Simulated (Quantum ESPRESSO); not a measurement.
# SnTe (Fm-3m) in Quantum ESPRESSO: convergence with smearing width

Aim: find how far smearing width must go before the results for SnTe settle, at PBE. This setting moves, with any that are tied to it; all else stays.

Program: Quantum ESPRESSO 7.5. These are calculated values, not measurements. Logs are shortened: lines on timing, memory, paths and dates and some standing lists are left out, and cuts for length are marked.

### Step 1. The structure

It takes space group Fm-3m (No. 225, cubic). The conventional cell has a = 6.302 Å, b = 6.302 Å, c = 6.302 Å, α = 90.00°, β = 90.00°, γ = 90.00°. Te (site symmetry m-3m) is surrounded by 6 Sn at 3.15 Å. Sn (site symmetry m-3m) has 6 Te at 3.15 Å as nearest neighbours.

### Step 2. With smearing width 0.5 eV

File pw.in:

```
&CONTROL
  calculation = 'scf'
  prefix = 'pwscf'
  outdir = './tmp'
  pseudo_dir = './pseudo'
  tprnfor = .true.
  tstress = .true.
  disk_io = 'nowf'
/
&SYSTEM
  ibrav = 0
  nat = 2
  ntyp = 2
  ecutwfc = 80
  nbnd = 22
  occupations = 'smearing'
  smearing = 'mv'
  degauss = 0.03674932
/
&ELECTRONS
  conv_thr = 4d-10
  electron_maxstep = 120
  mixing_beta = 0.5
/
ATOMIC_SPECIES
Te   127.6000 Te.upf
Sn   118.7100 Sn.upf
CELL_PARAMETERS angstrom
   0.0000000000    3.1508500000    3.1508500000
   3.1508500000    0.0000000000    3.1508500000
   3.1508500000    3.1508500000    0.0000000000
ATOMIC_POSITIONS crystal
Te     0.5000000000    0.5000000000    0.5000000000
Sn     0.0000000000    0.0000000000    0.0000000000
K_POINTS automatic
7 7 7 0 0 0
```

Potentials or basis: PseudoDojo 0.4.1 SR PBE standard.

Command:

```sh
OMP_NUM_THREADS=1 pw.x -in pw.in > pw.out
```

pw.out:

```text
This program is part of the open-source Quantum ESPRESSO suite
     for quantum simulation of materials; please cite
[... 9 lines left out ...]
     --------------------
     sticks:   dense  smooth     PW     G-vecs:    dense   smooth      PW
     Sum        1555    1555    439                40821    40821    6231

     Using Slab Decomposition

     bravais-lattice index     =            0
     lattice parameter (alat)  =       8.4206  a.u.
     unit-cell volume          =     422.1918 (a.u.)^3
     number of atoms/cell      =            2
     number of atomic types    =            2
     number of electrons       =        30.00
     number of Kohn-Sham states=           22
     kinetic-energy cutoff     =      80.0000  Ry
     charge density cutoff     =     320.0000  Ry
     scf convergence threshold =      4.0E-10
     mixing beta               =       0.5000
     number of iterations used =            8  plain     mixing
     Exchange-correlation= PBE
                           (   1   4   3   4   0   0   0)

     celldm(1)=   8.420572  celldm(2)=   0.000000  celldm(3)=   0.000000
     celldm(4)=   0.000000  celldm(5)=   0.000000  celldm(6)=   0.000000

     crystal axes: (cart. coord. in units of alat)
               a(1) = (   0.000000   0.707107   0.707107 )
               a(2) = (   0.707107   0.000000   0.707107 )
               a(3) = (   0.707107   0.707107   0.000000 )

     reciprocal axes: (cart. coord. in units 2 pi/alat)
               b(1) = ( -0.707107  0.707107  0.707107 )
               b(2) = (  0.707107 -0.707107  0.707107 )
               b(3) = (  0.707107  0.707107 -0.707107 )

     PseudoPot. # 1 for Te read from file:
     Te.upf
     Pseudo is Norm-conserving + core correction, Zval = 16.0
     Generated using ONCVPSP code by D. R. Hamann
     Using radial grid of 1294 points,  6 beta functions with:
                l(1) =   0
                l(2) =   0
                l(3) =   1
                l(4) =   1
                l(5) =   2
                l(6) =   2

     PseudoPot. # 2 for Sn read from file:
     Sn.upf
     Pseudo is Norm-conserving + core correction, Zval = 14.0
     Generated using ONCVPSP code by D. R. Hamann
     Using radial grid of 1628 points,  6 beta functions with:
                l(1) =   0
                l(2) =   0
                l(3) =   1
                l(4) =   1
                l(5) =   2
                l(6) =   2

     atomic species   valence    mass     pseudopotential
     Te               16.00   127.60000     Te( 1.00)
     Sn               14.00   118.71000     Sn( 1.00)

     48 Sym. Ops., with inversion, found

   Cartesian axes

     site n.     atom                  positions (alat units)
         1        Te     tau(   1) = (   0.7071068   0.7071068   0.7071068  )
         2        Sn     tau(   2) = (   0.0000000   0.0000000   0.0000000  )

     number of k points=    20  Marzari-Vanderbilt smearing, width (Ry)=  0.0367
                       cart. coord. in units 2pi/alat
        k(    1) = (   0.0000000   0.0000000   0.0000000), wk =   0.0058309
        k(    2) = (   0.1010153   0.1010153  -0.1010153), wk =   0.0466472
        k(    3) = (   0.2020305   0.2020305  -0.2020305), wk =   0.0466472
        k(    4) = (   0.3030458   0.3030458  -0.3030458), wk =   0.0466472
        k(    5) = (   0.2020305  -0.0000000   0.0000000), wk =   0.0349854
        k(    6) = (   0.3030458   0.1010153  -0.1010153), wk =   0.1399417
[... 12 lines left out ...]
        k(   19) = (  -0.1010153  -0.5050763   0.7071068), wk =   0.1399417
        k(   20) = (   0.0000000  -0.4040610   0.6060915), wk =   0.1399417

     Dense  grid:    40821 G-vectors     FFT dimensions: (  48,  48,  48)

     Initial potential from superposition of free atoms

     starting charge      29.9983, renormalised to      30.0000
     Starting wfcs are   18 randomized atomic wfcs +    4 random wfcs

     Self-consistent Calculation

     iteration #  1     ecut=    80.00 Ry     beta= 0.50
     Davidson diagonalization with overlap
     ethr =  1.00E-02,  avg # of iterations =  4.6

     Threshold (ethr) on eigenvalues was too large:
     Diagonalizing with lowered threshold

     Davidson diagonalization with overlap
     ethr =  5.72E-05,  avg # of iterations =  5.2

     total energy              =    -367.36940209 Ry
     estimated scf accuracy    <       0.01704346 Ry
[... 43 lines left out ...]
     iteration #  8     ecut=    80.00 Ry     beta= 0.50
     Davidson diagonalization with overlap
     ethr =  6.39E-12,  avg # of iterations =  2.0

     End of self-consistent calculation

          k = 0.0000 0.0000 0.0000 (  5029 PWs)   bands (ev):

   -27.1456 -27.1456 -27.1429 -27.1429 -27.1429 -11.9558 -11.9558 -11.9530
   -11.9530 -11.9530  -2.8452   5.2738   7.8252   7.8252   7.8252  13.3422
    13.3422  13.3422  14.7407  14.7407  14.7407  16.8813

          k = 0.1010 0.1010-0.1010 (  5065 PWs)   bands (ev):
[... 13 lines left out ...]
   -27.1454 -27.1454 -27.1426 -27.1422 -27.1422 -11.9618 -11.9618 -11.9517
   -11.9463 -11.9463  -1.6696   1.8053   8.1222   8.1222   9.7211  10.3893
    10.4488  10.4488  17.0740  18.1375  18.1375  19.5868

          k = 0.2020-0.0000 0.0000 (  5077 PWs)   bands (ev):

   -27.1456 -27.1455 -27.1430 -27.1427 -27.1427 -11.9590 -11.9549 -11.9538
   -11.9512 -11.9512  -2.6181   4.3599   7.4413   7.4413   9.1191  11.0962
    13.4487  13.4487  13.8023  15.8562  15.8562  17.1278

          k = 0.3030 0.1010-0.1010 (  5103 PWs)   bands (ev):
[... 25 lines left out ...]
   -27.1455 -27.1455 -27.1428 -27.1427 -27.1425 -11.9591 -11.9575 -11.9525
   -11.9510 -11.9493  -2.4034   3.6016   7.0223   8.2612   9.3110  11.1170
    11.1823  13.4164  14.8327  15.2880  16.8231  17.6983

          k = 0.4041-0.0000 0.0000 (  5089 PWs)   bands (ev):

   -27.1457 -27.1453 -27.1431 -27.1422 -27.1422 -11.9666 -11.9553 -11.9530
   -11.9467 -11.9467  -2.0113   3.4401   6.7428   6.7428   7.2247  12.7475
    12.7629  14.0454  14.0454  17.8473  18.3656  18.3660

          k = 0.5051 0.1010-0.1010 (  5091 PWs)   bands (ev):
[... 7 lines left out ...]
   -27.1457 -27.1452 -27.1427 -27.1421 -27.1419 -11.9678 -11.9566 -11.9521
   -11.9461 -11.9444  -1.3008   2.2909   5.2845   6.9208   7.5509  12.4909
    12.6674  14.5715  14.7955  17.8544  18.4565  20.8779

          k = 0.0000-0.4041 0.4041 (  5112 PWs)   bands (ev):

   -27.1456 -27.1453 -27.1424 -27.1423 -27.1422 -11.9640 -11.9595 -11.9488
   -11.9487 -11.9464  -1.4691   2.2246   5.5046   7.5777   8.4333  11.3486
    11.6975  14.4898  16.5101  16.7421  16.9374  19.3845

          k = 0.6061-0.0000 0.0000 (  5093 PWs)   bands (ev):

   -27.1459 -27.1451 -27.1432 -27.1418 -27.1418 -11.9730 -11.9566 -11.9514
   -11.9430 -11.9430  -1.3754   3.3335   4.8851   6.2845   6.2845  12.2181
    14.7733  14.7733  15.7108  18.8556  20.0503  21.2428

          k =-0.0000-0.6061 0.6061 (  5104 PWs)   bands (ev):

   -27.1459 -27.1451 -27.1431 -27.1418 -27.1418 -11.9723 -11.9555 -11.9527
   -11.9434 -11.9429  -1.2392   3.0565   4.5177   6.3868   6.6466  12.6605
    14.0727  14.3700  16.0499  19.2707  19.6912  20.1958

          k = 0.4041 0.2020 0.0000 (  5091 PWs)   bands (ev):

   -27.1456 -27.1453 -27.1429 -27.1422 -27.1422 -11.9648 -11.9564 -11.9532
   -11.9469 -11.9468  -1.8448   2.7990   6.2846   7.2088   8.3259  11.5763
    12.3841  13.5128  14.5732  17.6134  18.4237  19.2729

          k =-0.2020-0.4041 0.6061 (  5099 PWs)   bands (ev):
[... 7 lines left out ...]
   -27.1458 -27.1451 -27.1429 -27.1420 -27.1418 -11.9701 -11.9543 -11.9541
   -11.9454 -11.9430  -1.3003   2.7636   5.0664   5.8110   7.7419  12.4374
    13.1809  15.1237  15.2207  17.9134  19.7445  20.7885

          k = 0.0000-0.4041 0.6061 (  5115 PWs)   bands (ev):

   -27.1457 -27.1452 -27.1426 -27.1423 -27.1418 -11.9681 -11.9566 -11.9510
   -11.9482 -11.9430  -1.2117   2.4765   5.0146   5.7333   8.7371  11.1575
    14.1065  15.0191  15.2625  16.4877  19.9543  20.5794

     the Fermi energy is     9.8352 ev

!    total energy              =    -367.37316967 Ry
     estimated scf accuracy    <          6.3E-11 Ry
     smearing contrib. (-TS)   =       0.00265602 Ry
     internal energy E=F+TS    =    -367.37582569 Ry

     The total energy is F=E-TS. E is the sum of the following terms:
     one-electron contribution =    -147.86731889 Ry
     hartree contribution      =      88.85548033 Ry
     xc contribution           =     -93.34439948 Ry
     ewald contribution        =    -215.01958764 Ry

     convergence has been achieved in   8 iterations

     Forces acting on atoms (cartesian axes, Ry/au):

     atom    1 type  1   force =     0.00000000    0.00000000   -0.00000000
     atom    2 type  2   force =     0.00000000    0.00000000    0.00000000

     Total force =     0.000000     Total SCF correction =     0.000000

     Computing stress (Cartesian axis) and pressure

          total   stress  (Ry/bohr**3)                   (kbar)     P=       21.65
   0.00014714   0.00000000   0.00000000           21.65        0.00        0.00
   0.00000000   0.00014714   0.00000000            0.00       21.65        0.00
   0.00000000   0.00000000   0.00014714            0.00        0.00       21.65

=------------------------------------------------------------------------------=
   JOB DONE.
=------------------------------------------------------------------------------=
```

Wall time 32 s (1 thread of Arm Neoverse V1, shared host); peak memory 0.1 GiB.

Results:

```yaml
Free_energy: -4998.3666 eV
Pressure: 2.2 GPa
```

### Step 3. With smearing width 0.3 eV

Changes to pw.in since step 2:

```diff
@@ -17,3 +17,3 @@
   smearing = 'mv'
-  degauss = 0.03674932
+  degauss = 0.02204959
 /
```

Potentials or basis: PseudoDojo 0.4.1 SR PBE standard.

Command:

```sh
OMP_NUM_THREADS=1 pw.x -in pw.in > pw.out
```

Run time: 33 s. Hardware: 1 thread of Arm Neoverse V1, shared host; peak memory 0.1 GiB.

Results:

```
Free energy : -4998.3750 eV
Pressure    : 2.3 GPa
```

### Step 4. With smearing width 0.2 eV

Changes to pw.in since step 3:

```diff
@@ -17,3 +17,3 @@
   smearing = 'mv'
-  degauss = 0.02204959
+  degauss = 0.01469973
 /
```

Command:

```sh
OMP_NUM_THREADS=1 pw.x -in pw.in > pw.out
```

It took 35 s on 1 thread of Arm Neoverse V1, shared host; peak memory 0.1 GiB.

What came out:

| Property | Result |
| --- | --- |
| Free energy | -4998.3517 eV |
| Pressure | 2.4 GPa |

### Step 5. With smearing width 0.136 eV

Changes to pw.in since step 4:

```diff
@@ -17,3 +17,3 @@
   smearing = 'mv'
-  degauss = 0.01469973
+  degauss = 0.00999582
 /
```

Command:

```sh
OMP_NUM_THREADS=1 pw.x -in pw.in > pw.out
```

Wall time 33 s (1 thread of Arm Neoverse V1, shared host); peak memory 0.1 GiB.

What came out:

```yaml
Free_energy: -4998.3783 eV
Pressure: 2.3 GPa
```

### Step 6. With smearing width 0.1 eV

Changes to pw.in since step 5:

```diff
@@ -17,3 +17,3 @@
   smearing = 'mv'
-  degauss = 0.00999582
+  degauss = 0.00734986
 /
```

Potentials or basis: PseudoDojo 0.4.1 SR PBE standard.

Command:

```sh
OMP_NUM_THREADS=1 pw.x -in pw.in > pw.out
```

Run time: 34 s. Hardware: 1 thread of Arm Neoverse V1, shared host; peak memory 0.1 GiB.

Results (log left out):

- Free energy: -4998.3792 eV
- Pressure: 2.3 GPa

### Step 7. With smearing width 0.05 eV

Changes to pw.in since step 6:

```diff
@@ -17,3 +17,3 @@
   smearing = 'mv'
-  degauss = 0.00734986
+  degauss = 0.00367493
 /
```

Command:

```sh
OMP_NUM_THREADS=1 pw.x -in pw.in > pw.out
```

Run time: 33 s. Hardware: 1 thread of Arm Neoverse V1, shared host; peak memory 0.1 GiB.

It converged, with:

```
Free energy : -4998.3792 eV
Pressure    : 2.3 GPa
```

### Step 8. With smearing width 0.025 eV

Changes to pw.in since step 7:

```diff
@@ -17,3 +17,3 @@
   smearing = 'mv'
-  degauss = 0.00367493
+  degauss = 0.00183747
 /
```

Command:

```sh
OMP_NUM_THREADS=1 pw.x -in pw.in > pw.out
```

Run time: 33 s. Hardware: 1 thread of Arm Neoverse V1, shared host; peak memory 0.1 GiB.

It converged, with:

| Property | Result |
| --- | --- |
| Free energy | -4998.3792 eV |
| Pressure | 2.3 GPa |

### Step 9. With smearing width 0.01 eV

Changes to pw.in since step 8:

```diff
@@ -17,3 +17,3 @@
   smearing = 'mv'
-  degauss = 0.00183747
+  degauss = 0.00073499
 /
```

Potentials or basis: PseudoDojo 0.4.1 SR PBE standard.

Command:

```sh
OMP_NUM_THREADS=1 pw.x -in pw.in > pw.out
```

It took 33 s on 1 thread of Arm Neoverse V1, shared host; peak memory 0.1 GiB.

It converged, with:

- Free energy: -4998.3792 eV
- Pressure: 2.3 GPa

### Step 10. The series at a glance

| smearing width | energy less the tightest run, at zero smearing (meV/atom) | pressure (GPa) | SCF cycles | CPU time (s) | peak memory (GiB) |
| --- | --- | --- | --- | --- | --- |
| 0.5 eV | 6.32 | 2.16 | 8 | 32 | 0.1 |
| 0.3 eV | 2.11 | 2.26 | 8 | 33 | 0.1 |
| 0.2 eV | 13.76 | 2.37 | 8 | 35 | 0.1 |
| 0.136 eV | 0.47 | 2.27 | 8 | 33 | 0.1 |
| 0.1 eV | 0.00 | 2.26 | 8 | 34 | 0.1 |
| 0.05 eV | 0.00 | 2.26 | 8 | 33 | 0.1 |
| 0.025 eV | 0.00 | 2.26 | 8 | 33 | 0.1 |
| 0.01 eV | 0.00 | 2.26 | 8 | 33 | 0.1 |

Against the tightest run, the energy stays within 1 meV/atom from 0.136 eV on; the pressure stays within 0.1 GPa from 0.136 eV on. The tightest run that finished is the yardstick and may itself not be fully converged.

Caveats: this smearing can shift energies of a crystal with a gap.
